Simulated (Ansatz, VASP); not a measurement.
## SrCl2 in VASP and in Ansatz

Contents of INCAR:

```
SYSTEM = SrCl2
PREC = Accurate
ENCUT = 520
EDIFF = 1E-6
ISMEAR = 0
SIGMA = 0.05
LREAL = .FALSE.
LASPH = .TRUE.
NELM = 100
ALGO = Normal
ISIF = 2
LWAVE = .FALSE.
LCHARG = .FALSE.
GGA = PS
NBANDS = 19
```

Contents of KPOINTS:

```
regular mesh
0
G
  6 6 6
  0 0 0
```

Contents of POSCAR:

```
SrCl2
1.0
    0.1632956750      3.4855000000      3.4855000000
    3.6487956750      0.0000000000      3.6487956750
    3.4855000000      3.4855000000      0.1632956750
Sr Cl
1 2
Direct
    0.0000000000      0.0000000000      0.0000000000
    0.2500000000      0.2500000000      0.2500000000
    0.7500000000      0.7500000000      0.7500000000
```

Input for Ansatz:

```yaml
crystal:
  lattice:
    - [0.163295675, 3.4855, 3.4855]
    - [3.648795675, 0.0, 3.648795675]
    - [3.4855, 3.4855, 0.163295675]
  atoms:
    - { symbol: Sr, position: [0.0, 0.0, 0.0] }
    - { symbol: Cl, position: [0.25, 0.25, 0.25] }
    - { symbol: Cl, position: [0.75, 0.75, 0.75] }
basis:
  ecutwfc: 420
kpoints:
  mp_grid: { grid: [6, 6, 6] }
hamiltonian:
  xc: pbesol
scf:
  occupations: { method: gaussian, width: 0.05 }
output:
  forces: true
  stress: true
  eigenvalues: true
```

Change from the starting cell: strain +0.0937 x Voigt [0, 0, 0, 0, 1, 0], atoms carried along.

Alike in both runs: task single point; functional PBEsol; k mesh 6 × 6 × 6; occupations gaussian, width 0.05 eV; no spin polarisation.

|  | VASP | Ansatz |
| --- | --- | --- |
| version | VASP 6.6.1 | Ansatz 0.2.0 |
| potentials or method | VASP PAW PBE potentials, release 64 (Sr_sv, Cl) | scalar-relativistic, plane waves, PAW |
| plane-wave cutoff (eV) | 520 | 420 |
| valence electrons in the cell | 24 | 24 |

VASP gave:

- gap on the k mesh at the Fermi level (eV): 5.15
- least direct gap on the mesh (eV): 5.39
- pressure (GPa): -0.4
- largest component of the traceless stress (GPa): 1.36
- rms of the force components (eV/Å): 0.101

Estimate Ansatz's values.

gap on the k mesh at the Fermi level (eV): 5.16; least direct gap on the mesh (eV): 5.39; pressure (GPa): -0.6; largest component of the traceless stress (GPa): 1.32; rms of the force components (eV/Å): 0.096.

Atom by atom the forces differ by 0.005 eV/Å (rms over components).

Caveats: the PAW data sets were made with another functional, which shifts forces and pressure a little (VASP). A k mesh can miss the band edges.
